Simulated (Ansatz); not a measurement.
Ionic part of the dielectric constant of RbBr at 1 GPa, mode by mode

Method: DFT LDA, scalar-relativistic, plane waves, PAW in Ansatz. Plane waves to 420 eV; Γ-centred k mesh 6×6×6; fixed occupations. No spin polarisation. Phonons by linear response, acoustic sum rule imposed.

It takes space group Pm-3m (No. 221, cubic). Conventional cell: a = 3.915 Å, b = 3.915 Å, c = 3.915 Å, α = 90.00°, β = 90.00°, γ = 90.00°. Around Rb (site symmetry m-3m) lie 8 Br at 3.39 Å. Br (site symmetry m-3m) has 8 Rb at 3.39 Å as nearest neighbours.

The primitive cell has V = 60.00 Å³ and ε∞,yy = 3.238. Each polar mode adds Δε = (4.92064×10⁷/V)·S/ν² along y, with S its oscillator strength in e²/amu, ν in cm⁻¹ and V in Å³.

Task: From these modes, find each Δε and ε0,yy.
```tsv
ν (cm⁻¹)	S_yy (e²/amu)
98.7	0.0362
```

Result:
```tsv
ν (cm⁻¹)	Δε
98.7	3.05
```

The sum is 3.047, so ε0,yy = 6.28; the run's tensor has 6.28.

Task: Where do the longitudinal modes lie for a wave vector along y?

Result: At 138 cm⁻¹. The Lyddane–Sachs–Teller product Π(ν_LO/ν_TO)² = 1.94 matches ε0/ε∞ = 1.94.

This CsCl-type form isn't the usual stable structure of the compound.